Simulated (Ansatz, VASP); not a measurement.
## Al: VASP beside Ansatz

```
Al
1.0
    -1.41937    1.41937    2.01330
     1.41937   -1.41937    2.01330
     1.41937    1.41937   -2.01330
Al
1
Direct
  0.00000 0.00000 0.00000
```

Alike in both runs: functional PBEsol; k mesh 8 × 8 × 8; occupations gaussian, width 0.1 eV; no spin polarisation.

Ansatz relaxed the structure, and its values are those at the end. VASP's run is a single point on that final structure, the one shown.

|  | VASP | Ansatz |
| --- | --- | --- |
| version | VASP 6.6.1 | Ansatz 0.2.0 |
| potentials or method | VASP PAW PBE potentials, release 64 (Al) | scalar-relativistic, plane waves, PAW |
| plane-wave cutoff (eV) | 520 | 420 |
| valence electrons in the cell | 3 | 3 |

```tsv
	VASP	Ansatz	Ansatz less VASP
gap on the k mesh at the Fermi level (eV)	none	none	-
pressure (GPa)	0.0	-0.1	-0.06
```

A gap of «none» marks a metal or a gap that the smearing closes. The functional is the same, so the differences come from potentials, cutoffs and numerics.

Caveats: the k mesh is coarse (spacing up to 0.39 Å⁻¹), so the values aren't converged; the PAW data sets were made with another functional, which shifts forces and pressure a little (VASP).
